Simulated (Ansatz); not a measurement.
**TiAl2: biaxial against axial strain**

The task, for TiAl2: strain the cell in the xy plane and along z independently.

Program: Ansatz 0.2.0. Level of theory: DFT PBEsol, scalar-relativistic, plane waves, PAW. These are calculated values, not measurements.

2 further runs of the same task are left out: 2 set aside as unsound or not needed.

## 1. The system as given

Symmetry: Cmmm, No. 65, orthorhombic system. The conventional cell has a = 3.901 Å, b = 12.053 Å, c = 3.972 Å, α = 90.00°, β = 90.00°, γ = 90.00°. Ti (site symmetry m2m) is surrounded by 10 Al at 2.71 to 2.86 Å and 2 Ti at 2.99 Å. Al (site symmetry mmm) has 4 Ti at 2.71 Å and 8 Al at 2.78 to 2.88 Å as nearest neighbours. Al (site symmetry m2m) is surrounded by 6 Al at 2.69 to 2.88 Å and 6 Ti at 2.79 to 2.86 Å. Al (site symmetry mmm) is surrounded by 4 Ti at 2.74 Å and 8 Al at 2.78 to 2.85 Å.

Coordinates:

```
CELL_PARAMETERS angstrom
1.95033 -6.02628 0.00000
1.95033 6.02628 0.00000
0.00000 0.00000 3.97242
ATOMIC_POSITIONS crystal
Ti 0.65622 0.34378 0.00000
Ti 0.34378 0.65622 0.00000
Al 0.00000 0.00000 0.00000
Al 0.82710 0.17290 0.50000
Al 0.17290 0.82710 0.50000
Al 0.50000 0.50000 0.50000
```

This cell was relaxed beforehand with the same method: volume 15.56 Å³/atom, gap on the mesh none (metal).

## 2. Zero of energy

Reference values: F = -7048.6087 eV; pressure 0.01 GPa; largest force 0.008 eV/Å; gap on the mesh none (metal). It was computed beforehand with the settings of the runs below.

## 3. Next: biaxial against axial strain

The cell is strained by p along both x and y and by q along z, with fractional coordinates fixed.

## 4. Point p = -0.050, q = -0.050

File input.yaml:

```yaml
crystal:
  lattice:
    - [1.8528172424, -5.7249628382, 0.0]
    - [1.8528172424, 5.7249628382, 0.0]
    - [0.0, 0.0, 3.7738037293]
  atoms:
    - { symbol: Ti, position: [0.6562199823, 0.3437800177, 0.0] }
    - { symbol: Ti, position: [0.3437800177, 0.6562199823, 0.0] }
    - { symbol: Al, position: [0.0, 0.0, 0.0] }
    - { symbol: Al, position: [0.8270962381, 0.1729037619, 0.5] }
    - { symbol: Al, position: [0.1729037619, 0.8270962381, 0.5] }
    - { symbol: Al, position: [0.5, 0.5, 0.5] }
basis:
  ecutwfc: 420
kpoints:
  mp_grid: { grid: [14, 14, 12] }
hamiltonian:
  xc: pbesol
scf:
  occupations: { method: gaussian, width: 0.15 }
output:
  forces: true
  stress: true
  eigenvalues: true
```

On the command line:

```bash
$ ansatz run input.yaml --threads 2 --pin off --max-ram 5120MiB --backend cpu --events-out ev --progress --plain --runs-dir out
```

Further runs follow: point p = -0.050, q = 0.000; At p = -0.050, q = 0.050; point p = 0.000, q = -0.050; p = 0.000, q = 0.050; At p = 0.050, q = -0.050; At p = 0.050, q = 0.000; p = 0.050, q = 0.050; point p = -0.050, q = -0.025; At p = -0.050, q = 0.025; At p = -0.025, q = -0.050; At p = -0.025, q = 0.000; point p = -0.025, q = 0.050.

Q: Predict the outcome of this session. Wanted: highest point; lowest point away from the origin.

As calculated:

```
                         quantity                                        value
                    highest point  147.2 meV/atom at (p, q) = (-0.050, -0.050)
lowest point away from the origin             18.6 meV/atom at (-0.025, 0.000)
```

**Reading.** The undisturbed cell is the lowest computed point. At |p| = |q| = 0.050, points where p and q have the same sign cost 128.0 meV/atom on average, those of opposite sign 58.8: stretching in the plane is cheaper with a contraction along z.
